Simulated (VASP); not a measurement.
# BeS, excitations by TDDFT: which settings are enough?

BeS, F-43m (no. 216), 2 atoms in the cell. HSE06, TDDFT by the Casida equation; PAW potentials S_GW, Be_GW (PBE set). VASP 6.6.1.

Wanted: first bright excitation within 0.05 eV; spectrum broadened by 0.3 eV (imaginary part of ε) within 12 %.

Kernel: ladder with the hybrid's exchange.

POSCAR:
```
BeS
1.0
    0.0000000000      2.4250000000      2.4250000000
    2.4250000000      0.0000000000      2.4250000000
    2.4250000000      2.4250000000      0.0000000000
S Be
1 1
Direct
    0.7500000000      0.7500000000      0.7500000000
    0.0000000000      0.0000000000      0.0000000000
```

The series start from Conduction bands in the pairs: 4; Valence bands in the pairs: 3; Largest pair energy, which also ends the spectrum (eV): 25; Cutoff of the response function (eV): 150; Grid for exchange-like terms: Normal; k mesh: 6 × 6 × 6. Each series keeps the choices made before it, and each single choice may use up half of a tolerance. Times cover all steps of a run.

## Conduction bands in the pairs

| Conduction bands in the pairs | First bright excitation (eV) | Spectrum broadened by 0.3 eV (imaginary part of ε), largest deviation against the largest value | Time (s) |
|---|---|---|---|
| 1 | 6.862 | 30 % | 51 |
| 2 | 6.856 | 15 % | 54 |
| 4 | 6.859 | 3.7 % | 62 |
| 6 | 6.858 | 0.56 % | 76 |
| 8 (reference) | 6.858 | 0 % | 97 |

Chosen: 4, the loosest value from which every tighter one stays within half of the tolerance.

## Valence bands in the pairs

| Valence bands in the pairs | First bright excitation (eV) | Spectrum broadened by 0.3 eV (imaginary part of ε), largest deviation against the largest value | Time (s) |
|---|---|---|---|
| 1 | 6.860 | 49 % | 53 |
| 2 | 6.854 | 5.7 % | 57 |
| 3 | 6.859 | 0.93 % | 62 |
| 4 (reference) | 6.859 | 0 % | 70 |

Chosen: 2.

## Largest pair energy, which also ends the spectrum (eV)

| Largest pair energy, which also ends the spectrum (eV) | First bright excitation (eV) | Spectrum broadened by 0.3 eV (imaginary part of ε), largest deviation against the largest value | Time (s) |
|---|---|---|---|
| 6 | refused | refused | 50 |
| 9 | 6.858 | 37 % | 53 |
| 13 | 6.854 | 0.76 % | 57 |
| 18 | 6.854 | 0 % | 57 |
| 25 (reference) | 6.854 | 0 % | 57 |

Chosen: 13.

VASP's message at the runs that stop: The number of conduction band and valence band pairs is zero. This indicates that NBANDSV or NBANDSO are not properly set up. The VASP default is to set them to the number of occupied orbitals. Try to set them manually. It is also possible that OMEGAMAX is too small; please increase it.

## Cutoff of the response function (eV)

| Cutoff of the response function (eV) | First bright excitation (eV) | Spectrum broadened by 0.3 eV (imaginary part of ε), largest deviation against the largest value | Time (s) |
|---|---|---|---|
| 40 | 6.848 | 5 % | 57 |
| 80 | 6.853 | 0.98 % | 57 |
| 120 | 6.853 | 0.59 % | 57 |
| 150 | 6.854 | 0.09 % | 57 |
| 200 (reference) | 6.854 | 0 % | 57 |

Chosen: 40.

## Grid for exchange-like terms

| Grid for exchange-like terms | First bright excitation (eV) | Spectrum broadened by 0.3 eV (imaginary part of ε), largest deviation against the largest value | Time (s) |
|---|---|---|---|
| Normal | 6.848 | 0 % | 57 |
| Fast | 6.848 | 0.006 % | 54 |

Chosen: Normal; no other choice that stays within half of the tolerance saves 30 % of the time.

## k mesh

| k mesh | First bright excitation (eV) | Spectrum broadened by 0.3 eV (imaginary part of ε), largest deviation against the largest value | Time (s) |
|---|---|---|---|
| 4 × 4 × 4 | 6.731 | 63 % | 13 |
| 6 × 6 × 6 | 6.848 | 25 % | 57 |
| 8 × 8 × 8 (reference) | 6.880 | 0 % | 262 |

Chosen: 8 × 8 × 8; the next looser run is off by more than half of the tolerance, so convergence isn't shown beyond this value.

## All choices together

| Input | First bright excitation (eV) | Spectrum broadened by 0.3 eV (imaginary part of ε), largest deviation against the largest value | Time (s) |
|---|---|---|---|
| default band counts on the coarsest mesh (naive) | 6.748 | 67 % | 14 |
| chosen settings | 6.880 | 3.2 % | 262 |
| reference settings throughout | 6.885 | 0 % | 817 |

The chosen settings stay within the tolerance of the reference run, but the reference itself isn't shown to be converged in: k mesh.

## The input

INCAR.step1:
```
  EDIFF = 1E-5
  ENCUT = 260
  ISMEAR = 0
  KPAR = 4
  LASPH = T
  LCHARG = F
  LWAVE = T
  NBANDS = 16
  PREC = Accurate
  SIGMA = 0.02
```

INCAR.step2:
```
  ALGO = Normal
  CSHIFT = 0.1
  EDIFF = 1E-7
  ENCUT = 260
  GGA = PE
  HFSCREEN = 0.2
  ISMEAR = 0
  ISTART = 1
  KPAR = 4
  LASPH = T
  LCHARG = F
  LHFCALC = T
  LOPTICS = T
  LWAVE = T
  NBANDS = 16
  NEDOS = 2000
  PREC = Accurate
  PRECFOCK = Fast
  SIGMA = 0.02
```

INCAR.step3:
```
  ALGO = TDHF
  ANTIRES = 0
  CSHIFT = 0.15
  EDIFF = 1E-7
  ENCUT = 260
  ENCUTGW = 40
  GGA = PE
  HFSCREEN = 0.2
  IBSE = 2
  ISMEAR = 0
  ISTART = 1
  KPAR = 4
  LADDER = T
  LASPH = T
  LCHARG = F
  LFXC = T
  LHARTREE = T
  LHFCALC = T
  LWAVE = F
  NBANDS = 16
  NBANDSO = 2
  NBANDSV = 4
  NBSEEIG = 4
  NOMEGA = 1000
  OMEGAMAX = 13
  PREC = Accurate
  PRECFOCK = Normal
  SIGMA = 0.02
```

KPOINTS:
```
Automatic mesh
0
Gamma
  8 8 8
  0 0 0
```

Commands (each step's output is kept before the next begins):
```
cat potpaw_PBE.64/S_GW/POTCAR potpaw_PBE.64/Be_GW/POTCAR > POTCAR
cp INCAR.step1 INCAR
mpirun -np 4 vasp_std > vasp.out
cp INCAR.step2 INCAR
mpirun -np 4 vasp_std > vasp.out
cp INCAR.step3 INCAR
mpirun -np 4 vasp_std > vasp.out
```

Limits: The 8×8×8 mesh is coarse for a spectrum: peaks stand apart that a denser mesh merges; the pairs hold 2 valence and 4 conduction bands, and what lies beyond is missing from ε.

The chosen input took VASP 6.6.1 262 s on 4 cores (AMD EPYC 9R45 (Zen 5)), a shared host.

## An input that fails: OMEGAMAX 0.5

VASP's message: The number of conduction band and valence band pairs is zero. This indicates that NBANDSV or NBANDSO are not properly set up. The VASP default is to set them to the number of occupied orbitals. Try to set them manually. It is also possible that OMEGAMAX is too small; please increase ….

Changes against the starting input:
```
(step 3)
- OMEGAMAX = 25
+ OMEGAMAX = 0.5
```
